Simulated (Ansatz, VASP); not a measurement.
# CdSe in VASP and in Ansatz

```
Cd Se
1.0
     0.00000    3.07027    3.07027
     3.07027    0.00000    3.07027
     3.07027    3.07027    0.00000
Cd Se
1 1
Direct
  0.00000 0.00000 0.00000
  0.25000 0.25000 0.25000
```

Measurements of this composition are mostly on another form, of space group No. 186.

Alike in both runs: task single point; functional PBE; k mesh 5 × 5 × 5; occupations fermi-dirac, width 0.02 eV; no spin polarisation.

```csv
,VASP,Ansatz
version,VASP 6.6.1,Ansatz 0.2.0
potentials or method,"VASP PAW PBE potentials, release 64 (Cd, Se), cutoff 520 eV","all-electron LAPW, scalar-relativistic"
```

```csv
,VASP,Ansatz,Ansatz less VASP
gap on the k mesh at the Fermi level (eV),0.54,0.55,+0.001
least direct gap on the mesh (eV),0.54,0.55,+0.001
pressure (GPa),1.6,1.4,-0.26
```

Ansatz ran all-electron here, so the differences hold the error of VASP's frozen core and of both bases.

PBE gaps usually lie below the measured ones, often by a third to a half.
